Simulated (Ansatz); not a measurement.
# TiO2: the cost of one run

Program: Ansatz 0.2.0. Level of theory: DFT PBE, scalar-relativistic, plane waves, PAW. These are calculated values, not measurements.

1 further run of the same task is left out (it didn't finish). Runs told in other sessions of the task aren't counted.

## 1. The system as given

Symmetry: Pnma, No. 62, orthorhombic system. Conventional cell: a = 9.520 Å, b = 2.976 Å, c = 4.970 Å, α = 90.00°, β = 90.00°, γ = 90.00°. Around Ti (site symmetry m) lie 6 O at 1.88 to 2.14 Å. O (site symmetry m) has 3 Ti at 1.88 to 2.04 Å in its first shell of neighbours. O (site symmetry m) is surrounded by 3 Ti at 1.90 to 2.14 Å.

As a file:

```
Ti O
1.0
     9.51996    0.00000    0.00000
     0.00000    2.97576    0.00000
     0.00000    0.00000    4.97020
Ti O
4 8
Direct
  0.13781 0.25000 0.91884
  0.86219 0.75000 0.08116
  0.36219 0.75000 0.41884
  0.63781 0.25000 0.58116
  0.26659 0.25000 0.63339
  0.73341 0.75000 0.36661
  0.23341 0.75000 0.13339
  0.76659 0.25000 0.86661
  0.96964 0.25000 0.20334
  0.03036 0.75000 0.79666
  0.53036 0.75000 0.70334
  0.46964 0.25000 0.29666
```

This cell was relaxed beforehand with the same method: volume 11.73 Å³/atom, gap on the mesh 2.57 eV.

## 2. Zero of the scan

Contents of input.yaml:

```yaml
crystal:
  lattice:
    - [9.5199614268, 0.0, 0.0]
    - [0.0, 2.9757553183, 0.0]
    - [0.0, 0.0, 4.9701988129]
  atoms:
    - { symbol: Ti, position: [0.1378099423, 0.25, 0.9188418011] }
    - { symbol: Ti, position: [0.8621900577, 0.75, 0.0811581989] }
    - { symbol: Ti, position: [0.3621900577, 0.75, 0.4188418011] }
    - { symbol: Ti, position: [0.6378099423, 0.25, 0.5811581989] }
    - { symbol: O, position: [0.2665934495, 0.25, 0.6333891596] }
    - { symbol: O, position: [0.7334065505, 0.75, 0.3666108404] }
    - { symbol: O, position: [0.2334065505, 0.75, 0.1333891596] }
    - { symbol: O, position: [0.7665934495, 0.25, 0.8666108404] }
    - { symbol: O, position: [0.9696409657, 0.25, 0.2033403145] }
    - { symbol: O, position: [0.0303590343, 0.75, 0.7966596855] }
    - { symbol: O, position: [0.5303590343, 0.75, 0.7033403145] }
    - { symbol: O, position: [0.4696409657, 0.25, 0.2966596855] }
basis:
  ecutwfc: 420
kpoints:
  mp_grid: { grid: [4, 8, 4] }
hamiltonian:
  xc: pbe
scf:
  occupations: { method: gaussian, width: 0.05 }
output:
  forces: true
  stress: true
  eigenvalues: true
  write_density: true
  write_potential: true
  elf: true
  volumetric_format: npy
```

On the command line:

```
$ ansatz run input.yaml --threads 2 --pin off --max-ram 5120MiB --backend cpu --events-out ev --progress --plain --runs-dir out
```

What time and memory should one allow on 2 threads of Arm Neoverse V2, shared host?

About 14 s, with a peak of 0.58 GiB.
